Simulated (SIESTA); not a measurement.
Pb: band structure with PBE

Pb:

```
CELL_PARAMETERS angstrom
0.00000 2.47502 2.47502
2.47502 0.00000 2.47502
2.47502 2.47502 0.00000
ATOMIC_POSITIONS crystal
Pb 0.00000 0.00000 0.00000
```

| Quantity | Value |
| --- | --- |
| Program | SIESTA 5.4.2 |
| Task | band structure |
| Functional | PBE |
| Potentials or basis | PseudoDojo 0.4 standard (PBE files, fully relativistic) |
| Basis | TZP (energy shift 0.003 Ry; two zetas on semicore shells) |
| Grid cutoff | 500 Ry |
| Energy shift | 0.003 Ry |
| k mesh | 7 × 7 × 7 |
| Occupations | fermi-dirac, width 0.05 eV |
| Spin | non-collinear spin, zero start, spin-orbit coupling |
| Starting moments | [[0.0, 0.0, 0.0]] μB |

The pressure is 2.9 GPa. The band gap on the k mesh is none (metal or under the smearing width) and the net moment is 0.00 μB per cell.

Levels at the corners of the path, in eV from the Fermi level:
```
point  band 12  band 13  band 14  band 15  band 16  band 17
    Γ   -11.59     5.41     5.41     8.67     8.67     8.67
    X    -6.53    -3.28    -3.28     1.66     1.66     2.87
    W    -6.42    -1.93    -1.93    -0.78    -0.78     0.54
    K    -6.61    -2.43    -2.43    -0.99    -0.99     3.21
    Γ   -11.59     5.41     5.41     8.67     8.67     8.67
    L    -7.93    -4.17    -4.17     4.83     4.83     6.70
    U    -6.61    -2.43    -2.43    -0.99    -0.99     3.21
    W    -6.42    -1.93    -1.93    -0.78    -0.78     0.54
    L    -7.93    -4.17    -4.17     4.83     4.83     6.70
    K    -6.61    -2.43    -2.43    -0.99    -0.99     3.21
    U    -6.61    -2.43    -2.43    -0.99    -0.99     3.21
    X    -6.53    -3.28    -3.28     1.66     1.66     2.87
```

Moments on the atoms (μB; x, y, z):
```
Pb  0.00 0.00 0.00
```

It took 59 s on 1 thread of Arm Neoverse V2, on a shared host, peak memory 0.27 GiB.

Caveat: the basis of atomic orbitals isn't converged, which shifts pressures, moduli and gaps.
